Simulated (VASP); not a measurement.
NaI:

```
CELL_PARAMETERS angstrom
0.00000 3.23640 3.23640
3.23640 0.00000 3.23640
3.23640 3.23640 0.00000
ATOMIC_POSITIONS crystal
I 0.50000 0.50000 0.50000
Na 0.00000 0.00000 0.00000
```

| Quantity | Value |
| --- | --- |
| Program | VASP 6.6.1 |
| Task | relaxation of cell and atoms |
| Functional | RPBE |
| Potentials or basis | VASP PAW PBE potentials, release 64 (I, Na_pv) |
| Cutoff | 600 eV |
| k mesh | 7 × 7 × 7 |
| Occupations | fermi-dirac, width 0.05 eV |
| Spin | no spin polarisation |

At the start: pressure 1.7 GPa; volume 33.90 Å³/atom.

Where does the relaxation end?

Over 4 steps the energy falls by 17.6 meV/atom and the volume is 37.76 Å³/atom (+11.4 %); space group Fm-3m (No. 225, to 0.05 Å).

The path:
```csv
step,energy change (eV),largest force (eV/Å),pressure (GPa),volume (Å³)
1,0.0000,0.0000,1.65,67.80
2,-0.0260,0.0000,0.77,71.29
3,-0.0344,0.0000,-0.18,76.58
4,-0.0352,0.0000,-0.03,75.51
```

Final structure:
```
I Na
1.0
     0.00000    3.35480    3.35480
     3.35480    0.00000    3.35480
     3.35480    3.35480    0.00000
I Na
1 1
Direct
  0.50000 0.50000 0.50000
  0.00000 0.00000 0.00000
```

Caveat: the PAW data sets were made with another functional, which shifts forces and pressure a little; the volume moved by +11 % from the deposited cell, more than functionals usually miss.
